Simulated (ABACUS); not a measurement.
Input of an ABACUS 3.10.1 run:

File INPUT:

```
INPUT_PARAMETERS
suffix              CdTe
calculation         cell-relax
basis_type          pw
pseudo_dir          ./
symmetry            1
dft_functional      GGA_X_B88+GGA_C_P86
ecutwfc             103
pseudo_rcut         10
nspin               1
nbands              22
ks_solver           dav
smearing_method     fd
smearing_sigma      0.00367493
scf_thr             1e-08
scf_nmax            100
mixing_type         broyden
mixing_beta         0.7
cal_force           1
cal_stress          1
relax_nmax          60
force_thr_ev        0.005
relax_method        cg
out_stru            1
stress_thr          0.2
kpar                4
```

The input STRU:

```
ATOMIC_SPECIES
Te 127.6000 Te_ONCV_PBE-1.2.upf
Cd 112.4140 Cd_ONCV_PBE-1.2.upf

LATTICE_CONSTANT
1.8897261246

LATTICE_VECTORS
0.0000000000 3.2050000000 3.2050000000
3.2050000000 0.0000000000 3.2050000000
3.2050000000 3.2050000000 0.0000000000

ATOMIC_POSITIONS
Direct

Te
0.0
1
0.7500000000 0.7500000000 0.7500000000 1 1 1

Cd
0.0
1
0.0000000000 0.0000000000 0.0000000000 1 1 1
```

Contents of KPT:

```
K_POINTS
0
Gamma
6 6 6 0 0 0
```

Potentials or basis: SG15 ONCV 1.2 PBE, plane waves.

Command:

```console
$ OMP_NUM_THREADS=1 mpirun -np 4 abacus > log
```

(1) Predict the space group after relaxing (to 0.05 Å).

(2) Estimate the relaxed cell.

(3) What does it give for the relaxed volume?

(4) Estimate the band gap on the k mesh.

Results:

(1) F-43m (No. 216).

(2) a = 4.680 Å, b = 4.680 Å, c = 4.680 Å, α = 60.00°, β = 60.00°, γ = 60.00°.

(3) 36.24 Å³/atom.

(4) 0.54 eV, direct.

Caveat: the potentials were made for another functional, which shifts forces and pressure; spin-orbit coupling is left out, which moves the levels of the heavy elements; the volume moved by +10 % from the deposited cell, more than functionals usually miss.
